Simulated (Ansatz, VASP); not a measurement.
# One calculation of BP, two programs

The input POSCAR:

```
BP
1.0
    0.0000000000      2.2002661989      2.2961117116
    2.2002661989      0.0000000000      2.2961117116
    2.2002661989      2.2002661989      0.0000000000
B P
1 1
Direct
    0.0000000000      0.0000000000      0.0000000000
    0.2500000000      0.2500000000      0.2500000000
```

Contents of INCAR.step1:

```
PREC     = Accurate       # precision mode
ENCUT    = 520            # plane-wave cutoff, eV
ISMEAR   = 0              # smearing method
SIGMA    = 0.01           # smearing width, eV
LREAL    = False          # projectors in reciprocal space
LASPH    = True           # aspherical terms in the spheres
NELM     = 100            # most SCF steps
NBANDS   = 11             # bands
GGA      = PE             # functional
ALGO     = Normal         # electronic algorithm
EDIFF    = 1E-4           # SCF threshold, eV
LWAVE    = True           # write WAVECAR
LCHARG   = False          # write CHGCAR
```

File INCAR.step2:

```
PREC     = Accurate       # precision mode
ENCUT    = 520            # plane-wave cutoff, eV
EDIFF    = 1E-7           # SCF threshold, eV
ISMEAR   = 0              # smearing method
SIGMA    = 0.01           # smearing width, eV
LREAL    = False          # projectors in reciprocal space
LASPH    = True           # aspherical terms in the spheres
NELM     = 100            # most SCF steps
ALGO     = Normal         # electronic algorithm
ISIF     = 2              # what is computed and relaxed
LWAVE    = False          # write WAVECAR
LCHARG   = False          # write CHGCAR
METAGGA  = R2SCAN         # meta-GGA
LMIXTAU  = True         
NBANDS   = 11             # bands
ISTART   = 1
```

The input KPOINTS:

```
Automatic mesh
0
Gamma
  10 10 10
```

Input for Ansatz:

```yaml
crystal:
  lattice:
    - [0.0, 2.2002661989, 2.2961117116]
    - [2.2002661989, 0.0, 2.2961117116]
    - [2.2002661989, 2.2002661989, 0.0]
  atoms:
    - { symbol: B, position: [0.0, 0.0, 0.0] }
    - { symbol: P, position: [0.25, 0.25, 0.25] }
kpoints:
  mp_grid: { grid: [10, 10, 10] }
  band_path:
    path:
      - [0.0, 0.0, 0.0]
      - [-0.5, -0.5, 0.0]
      - [-0.375, -0.375, 0.25]
      - [-0.375, 0.0, 0.375]
      - [0.0, 0.0, 0.5]
      - [-0.5, -0.25, 0.25]
      - [0.0, 0.416667, 0.416667]
    npoints: 1
hamiltonian:
  xc: r2scan
scf:
  occupations: { method: fixed }
  n_extra_bands: 4
output:
  forces: true
  stress: true
  eigenvalues: true
  write_density: true
  write_potential: true
  elf: true
  volumetric_format: npy
```

Change from the starting cell: epitaxial_xy strain -3.0%.

Alike in both runs: task single point; functional r2SCAN; k mesh 10 × 10 × 10; no spin polarisation.

|  | VASP | Ansatz |
| --- | --- | --- |
| version | VASP 6.6.1 | Ansatz 0.2.0 |
| potentials or method | VASP PAW PBE potentials, release 64 (B, P) | plane waves, PAW |
| plane-wave cutoff (eV) | 520 | 500 |
| occupations | gaussian, width 0.01 eV | fixed |
| valence electrons in the cell | 8 | 8 |

```tsv
	VASP	Ansatz	Ansatz less VASP
gap on the k mesh at the Fermi level (eV)	1.03	1.00	-0.029
pressure (GPa)	8.4	9.0	+0.56
largest component of the traceless stress (GPa)	9.08	9.04	-0.042
```

Caveats: the PAW data sets were made with another functional, which shifts forces and pressure a little (VASP). A k mesh can miss the band edges.
